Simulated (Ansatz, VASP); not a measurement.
CdS (nc): VASP beside Ansatz

```xyz
4
Lattice="4.1968 0.0000 0.0000 -2.0984 3.6346 0.0000 0.0000 0.0000 6.8288" Properties=species:S:1:pos:R:3 pbc="T T T"
Cd    0.0000    2.4230   -0.0055
Cd    2.0984    1.2115    3.4090
S     0.0000    2.4230    2.5663
S     2.0984    1.2115    5.9807
```

Alike in both runs: functional PBE; k mesh 9 × 9 × 4; occupations gaussian, width 0.02 eV; no spin polarisation.

Ansatz relaxed the structure, and its values are those at the end. VASP's run is a single point on that final structure, the one shown.

|  | VASP | Ansatz |
| --- | --- | --- |
| version | VASP 6.6.1 | Ansatz 0.2.0 |
| potentials or method | VASP PAW PBE potentials, release 64 (Cd, S) | scalar-relativistic, plane waves, norm-conserving pseudopotentials |
| plane-wave cutoff (eV) | 520 | 1071 |
| valence electrons in the cell | 36 | 52 |

Ansatz gave:

```
gap on the k mesh at the Fermi level (eV) : 1.11
least direct gap on the mesh (eV)         : 1.11
pressure (GPa)                            : 0.0
```

Task: What did VASP give for the same quantities?

Result: gap on the k mesh at the Fermi level (eV): 1.11; least direct gap on the mesh (eV): 1.11; pressure (GPa): 0.3.

The two sets of potentials don't hold the same shells in valence.

As with any semilocal functional, this PBE gap is likely too small.
